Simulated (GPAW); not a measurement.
# ZnO (zincite) (P6_3mc) in GPAW: reference runs

Reference runs on ZnO (zincite): the cell as given.

Everything below comes from runs of GPAW 26.7.0. Logs are shortened: lines on timing, memory, paths and dates and some standing lists are left out, and cuts for length are marked. The log counts tension as positive stress, the text compression.

**What was measured.**

From “Electronic structure of alkaline earth and post-transition metal oxides”, 2009, arxiv:0908.1581, for a bulk crystal of ZnO: band gap 3.37 eV.

The results are compared with them further down.

**1. The structure**

The structure is hexagonal, space group P6_3mc (No. 186). Conventional cell: a = 3.249 Å, b = 3.249 Å, c = 5.206 Å, α = 90.00°, β = 90.00°, γ = 120.00°. Zn (site symmetry 3m) has 4 O at 1.97 to 1.98 Å as nearest neighbours. O (site symmetry 3m) has 4 Zn at 1.97 to 1.98 Å as nearest neighbours.

**2. Single point, PBEsol**

run.py

```python
from ase import Atoms
from ase.dft.bandgap import bandgap
from ase.io import write
from ase.units import GPa
from gpaw import GPAW, PW, setup_paths

setup_paths.insert(0, '.')

atoms = Atoms(['Zn', 'Zn', 'O', 'O'],
              cell=[[3.249308, 0.0, 0.0],
                    [-1.624654, 2.8139832727, 0.0],
                    [0.0, 0.0, 5.205709]],
              scaled_positions=[[0.6666666667, 0.3333333333, 0.0],
                                [0.3333333333, 0.6666666667, 0.5],
                                [0.3333333333, 0.6666666667, 0.87901],
                                [0.6666666667, 0.3333333333, 0.37901]],
              pbc=True)

calc = GPAW(mode=PW(800),
            xc='PBEsol',
            kpts={'size': (9, 9, 5), 'gamma': True},
            occupations={'name': 'fermi-dirac', 'width': 0.05},
            nbands=31,
            convergence={'density': 1e-05, 'energy': 1e-05},
            maxiter=150,
            txt='gpaw.txt')
atoms.calc = calc
energy = atoms.get_potential_energy()
forces = atoms.get_forces()
stress = atoms.get_stress()
calc.write('gs.gpw')
write('result.traj', atoms)
print(f'Energy: {energy:.6f} eV')
print('Forces (eV/A):')
print(forces.round(4))
print('Stress (GPa):', (stress / GPa).round(3))
print('Fermi level:', round(calc.get_fermi_level(), 4), 'eV')
print(f'Gap: {bandgap(calc)[0]:.4f} eV, direct: {bandgap(calc, direct=True)[0]:.4f} eV')
```

Potentials or basis: PAW data sets generated in the run's folder for this functional, pw.

Command:

```sh
gpaw-setup -f PBEsol O Zn
OMP_NUM_THREADS=1 python run.py
```

gpaw.txt:

```text
__  _  _
 | _ |_)|_||  |
 |__||  | ||/\| - 26.7.0

Input parameters:
  mode=PW(ecut=800.0),
  convergence={'density': 1e-05, 'energy': 1e-05},
  kpts=MonkhorstPack(size=(9, 9, 5), gamma=True),
  maxiter=150,
  nbands=31,
  occupations=Occupations(name='fermi-dirac', width=0.05),
  xc=XC(name='PBEsol')

Diagonalizing LCAO Hamiltonian
Converting LCAO to pw mode

        O

        Zn

           O

           Zn

Atoms  # Å, Bohr magnetons
|   | symbol |         x |        y |        z |    initial magnetic moments |
|---|--------|-----------|----------|----------|-----------------------------|
| 0 |     Zn |  1.624654 | 0.937994 | 0.000000 | ( 0.0000,  0.0000,  0.0000) |
| 1 |     Zn | -0.000000 | 1.875989 | 2.602854 | ( 0.0000,  0.0000,  0.0000) |
| 2 |      O | -0.000000 | 1.875989 | 4.575870 | ( 0.0000,  0.0000,  0.0000) |
| 3 |      O |  1.624654 | 0.937994 | 1.973016 | ( 0.0000,  0.0000,  0.0000) |

Unit cell  # Å
| periodic |         x |        y |        z |  lengths |     angles |
|----------|-----------|----------|----------|----------|------------|
|      yes |  3.249308 | 0.000000 | 0.000000 | 3.249308 |  90.000000 |
|      yes | -1.624654 | 2.813983 | 0.000000 | 3.249308 |  90.000000 |
|      yes |  0.000000 | 0.000000 | 5.205709 | 5.205709 | 120.000000 |

Number of symmetries: 6
Symmetry operations  # r_c * U_cc + t_c -> r_c
|   | kind |            matrix            |
|---|------|------------------------------|
| 0 |  σ   |  1, 1, 0,  0,-1, 0,  0, 0, 1 |
| 1 |  E   |  1, 0, 0,  0, 1, 0,  0, 0, 1 |
| 2 |  C3  |  0, 1, 0, -1,-1, 0,  0, 0, 1 |
| 3 |  σ   |  0,-1, 0, -1, 0, 0,  0, 0, 1 |
| 4 |  σ   | -1, 0, 0,  1, 1, 0,  0, 0, 1 |
| 5 |  C3  | -1,-1, 0,  1, 0, 0,  0, 0, 1 |

BZ-sampling:
  Number of BZ points: 405
  Number of IBZ points: 50

  Monkhorst-Pack size: [9, 9, 5]
  Monkhorst-Pack shift: [0, 0, 0]

K-points  # in reciprocal-cell coordinates
|     |                                coordinates |     weight |
|-----|--------------------------------------------|------------|
|   0 | (  0.00000000,   0.00000000,   0.00000000) | 0.00246914 |
|   1 | (  0.00000000,   0.00000000,   0.20000000) | 0.00493827 |
|   2 | (  0.00000000,   0.00000000,   0.40000000) | 0.00493827 |
|   3 | (  0.11111111,   0.00000000,  -0.40000000) | 0.01481481 |
|   4 | (  0.11111111,   0.00000000,  -0.20000000) | 0.01481481 |
|   5 | (  0.11111111,   0.00000000,   0.00000000) | 0.01481481 |
|   6 | (  0.11111111,   0.00000000,   0.20000000) | 0.01481481 |
|   7 | (  0.11111111,   0.00000000,   0.40000000) | 0.01481481 |
|   8 | (  0.22222222,  -0.11111111,   0.00000000) | 0.01481481 |
|   9 | (  0.22222222,  -0.11111111,   0.20000000) | 0.02962963 |
| ... |                                            |            |
|  49 | (  0.44444444,   0.44444444,   0.40000000) | 0.02962963 |

Plane wave coefficients: 2471
Cutoff: 800.0 eV

Spin-components: 1 (collinear spins)
Bands:           31
Projectors:      22
Spin-degeneracy: 2
Datatype:        complex128

Parallelization:
  kpt:    1
  domain: 1
  band:   1

Density:
  Valence electrons: 36.0
  Components: 1
  Grid points: [24 24 35]
  Charge: 0.0  # |e|

Potential:
  Grid points: [24 24 35]

species:
  Zn:
    name:    Zinc
    Z:       30.0
    valence: 12
    core:    18
    charge:  0.0  # [|e|]
    compensation charges:
      type: gauss
      rc: 0.37  # [Å]
      lmax: 2
    cutoffs:
      filter: 2.14  # [Å]
      core: 2.28  # [Å]
    projectors
    | kind |    occ | energy [eV] | rcut [Å] |
    |------|--------|-------------|----------|
    |   4s |  2.000 |      -5.996 |    1.286 |
    |   4p |  0.000 |      -1.076 |    1.270 |
    |   3d | 10.000 |     -10.170 |    1.180 |
    |    s |        |      21.215 |    1.286 |
    |    p |        |      26.135 |    1.270 |
    |    d |        |      17.041 |    1.180 |

    Using partial waves for Zn as LCAO basis

  O:
    name:    Oxygen
    Z:       8.0
    valence: 6
    core:    2
    charge:  0.0  # [|e|]
    compensation charges:
      type: gauss
      rc: 0.21  # [Å]
      lmax: 2
    cutoffs:
      filter: 1.17  # [Å]
      core: 0.83  # [Å]
    projectors
    | kind |    occ | energy [eV] | rcut [Å] |
    |------|--------|-------------|----------|
    |   2s |  2.000 |     -23.808 |    0.688 |
    |   2p |  4.000 |      -8.972 |    0.598 |
    |    s |        |       3.404 |    0.688 |
    |    p |        |      18.239 |    0.598 |
    |    d |        |       0.000 |    0.619 |

    Using partial waves for O as LCAO basis

Reference energy: -101713.425093  # eV

eigensolver:
  PPCG
  Converge bands: occupied
  niter=2

density mixing:
  MSR1-Mixer
  Pratt-step length: 0.05
  Maximum mixing coefficient: 0.75
  Old densities: 10
  SVD Regularization: 0.005
  Good broyden scale: 1.0
  Trust region scale: 1.0
  Backstep threshold: 4.0
  History deletion threshold: 6.0
  Fourier metric: weight=20.0, sigma=0.015

occupation numbers:
  Fermi-Dirac:
    width: 0.0500  # eV

poisson solver:
  ecut: 6400.0  # eV

xc functional:
  name: PBEsol with 2 nearest neighbor stencil

convergence criteria:
[... 6 lines left out ...]
|iter     | |      energy | eigst |  dens |
|---------|-|-------------|-------|-------|
|iter:   1| |  -22.887263 | +0.50 |       |
|iter:   2| |  -22.064188 | -1.55 | -1.01 |
|iter:   3| |  -20.060494 | -0.64 | -1.06 |
|iter:   4| |  -20.054112 | -3.17 | -1.63 |
|iter:   5| |  -20.056680 | -2.83 | -1.89 |
|iter:   6| |  -20.056760 | -4.53 | -2.95 |
|iter:   7| |  -20.056861c| -5.32 | -3.32 |
|iter:   8| |  -20.056879c| -5.81 | -3.70 |
|iter:   9| |  -20.056878c| -6.99 | -4.23 |
|iter:  10| |  -20.056878c| -8.20c| -4.90 |
|iter:  11| |  -20.056878c| -8.15c| -5.15c|

Converged in 11 steps
Energy contributions relative to reference atoms: (reference = -101713.425093)

Energy contributions:
  Kinetic:          37.113160
  Coulomb:         -32.881400
  Zero:              0.378157
  External:          0.000000
  Xc:              -24.666791
  Entropy:          -0.000009
  Spinorbit:         0.000000
  ----------------------------
  Free energy:     -20.056883
  Extrapolated:    -20.056878

dipole moment: (0.000002, -0.000000, -8.258196)  # |e|*Ang

Fermi level: 4.137
Eigenvalues  # (at kpt = [0.000, 0.000, 0.000])
| band index |      eig [eV] | occ [0-2] |
|------------|---------------|-----------|
|          0 |       -14.245 |     2.000 |
|        ... |               |           |
|         10 |        -0.538 |     2.000 |
|         11 |        -0.538 |     2.000 |
|         12 |        -0.271 |     2.000 |
|         13 |         2.934 |     2.000 |
|         14 |         2.934 |     2.000 |
|         15 |         3.677 |     2.000 |
[... 8 lines left out ...]
|         24 |        17.752 |     0.000 |
|         25 |        17.752 |     0.000 |
|        ... |               |           |
|         30 |        23.447 |     0.000 |

Gap: 0.692 eV
Transition (v -> c):
  (s=0, k=0, n=17, [0.00, 0.00, 0.00]) -> (s=0, k=0, n=18, [0.00, 0.00, 0.00])
No difference between direct/indirect transitions

Forces  # eV/Ang
|        x |       y |        z |
|----------|---------|----------|
| -0.00000 | 0.00000 | -0.06256 |  # Zn   0
|  0.00000 | 0.00000 | -0.06270 |  # Zn   1
| -0.00000 | 0.00000 |  0.06263 |  # O    2
|  0.00000 | 0.00000 |  0.06272 |  # O    3

Stress tensor  # eV/Ang^3
|        x |         y |        z |
|----------|-----------|----------|
| 0.012956 | -0.000000 | 0.000000 |
| 0.000000 |  0.012956 | 0.000000 |
| 0.000000 |  0.000000 | 0.002577 |

# Writing to gs.gpw (mode='')
```

Run time: 93 s. Hardware: 1 thread of Arm Neoverse V2, shared host; peak memory 0.24 GiB.

Results:

* Free energy: -20.0569 eV
* Pressure: -1.5 GPa
* Largest force: 0.063 eV/Å
* Band gap on the k mesh: 0.69 eV, direct

Forces on the atoms (eV/Å):
```
Zn   0.000  0.000 -0.063
Zn   0.000  0.000 -0.063
O    0.000  0.000  0.063
O    0.000  0.000  0.063
```

Levels at points of the mesh, in eV from the valence-band top:
```csv
k point,band 14,band 15,band 16,band 17,band 18,band 19,band 20,band 21,band 22,band 23
"(0.00, 0.00, 0.00)",-0.82,-0.82,-0.07,0.00,0.00,0.69,5.11,8.14,12.72,12.72
```

**3. How close it comes**

Step 2. Measured gap of ZnO: 3.37 eV (quoted in “Electronic structure of alkaline earth and post-transition metal oxides”, 2009, arxiv:0908.1581). This calculation gives 0.69 eV (-2.68 eV). So large a miss can be the level of theory's own, or it may mean another phase, state or a wrong row. The value is that of PBEsol, without temperature or zero-point motion. Semilocal functionals fall short of measured gaps as a rule.
